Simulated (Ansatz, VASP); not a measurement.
**AlN: VASP beside Ansatz**

Contents of INCAR:

```
ALGO = Normal
EDIFF = 1E-7
ENCUT = 520
GGA = PE
ISIF = 2
ISMEAR = 0
LASPH = T
LCHARG = F
LREAL = F
LWAVE = F
NBANDS = 16
NELM = 100
PREC = Accurate
SIGMA = 0.05
```

Contents of KPOINTS:

```
k-points
0
Gamma
  12 12 6
```

POSCAR

```
AlN
1.0
    3.1130000000      0.0000000000      0.0000000000
   -1.5565000000      2.6959370820      0.0000000000
    0.0000000000      0.0000000000      4.9810000000
Al N
2 2
Direct
    0.3333333333      0.6666666667      0.0000000000
    0.6666666667      0.3333333333      0.5000000000
    0.3333333333      0.6666666667      0.3800000000
    0.6666666667      0.3333333333      0.8800000000
```

Input for Ansatz:

```yaml
crystal:
  lattice:
    - [3.113, 0.0, 0.0]
    - [-1.5565, 2.695937082, 0.0]
    - [0.0, 0.0, 4.981]
  atoms:
    - { symbol: Al, position: [0.3333333333, 0.6666666667, 0.0] }
    - { symbol: Al, position: [0.6666666667, 0.3333333333, 0.5] }
    - { symbol: "N", position: [0.3333333333, 0.6666666667, 0.38] }
    - { symbol: "N", position: [0.6666666667, 0.3333333333, 0.88] }
basis:
  ecutwfc: 420
  fft_grid_basis: typed
kpoints:
  mp_grid: { grid: [12, 12, 6] }
hamiltonian:
  xc: pbe
  pseudopotentials: { kind: paw }
scf:
  occupations: { method: gaussian, width: 0.05 }
output:
  forces: true
  stress: true
  eigenvalues: true
  bader: true
  write_density: true
  volumetric_format: npy
  elf: true
```

Alike in both runs: task single point; functional PBE; k mesh 12 × 12 × 6; occupations gaussian, width 0.05 eV; no spin polarisation.

```csv
,VASP,Ansatz
version,VASP 6.6.1,Ansatz 0.2.0
potentials or method,"VASP PAW PBE potentials, release 64 (Al, N)","scalar-relativistic, plane waves, PAW"
plane-wave cutoff (eV),520,420
valence electrons in the cell,16,16
```

```csv
,VASP,Ansatz,Ansatz less VASP
gap on the k mesh at the Fermi level (eV),4.22,4.21,-0.011
pressure (GPa),3.5,3.7,+0.26
largest component of the traceless stress (GPa),1.11,1.06,-0.049
rms of the force components (eV/Å),0.074,0.075,+0.0002
```

Atom by atom the forces differ by 0.000 eV/Å (rms over components). With one functional, cell and mesh, what is left measures potentials, basis and numerics.

A k mesh can miss the band edges. A hybrid or GW would open this gap; PBE tends to underestimate it.
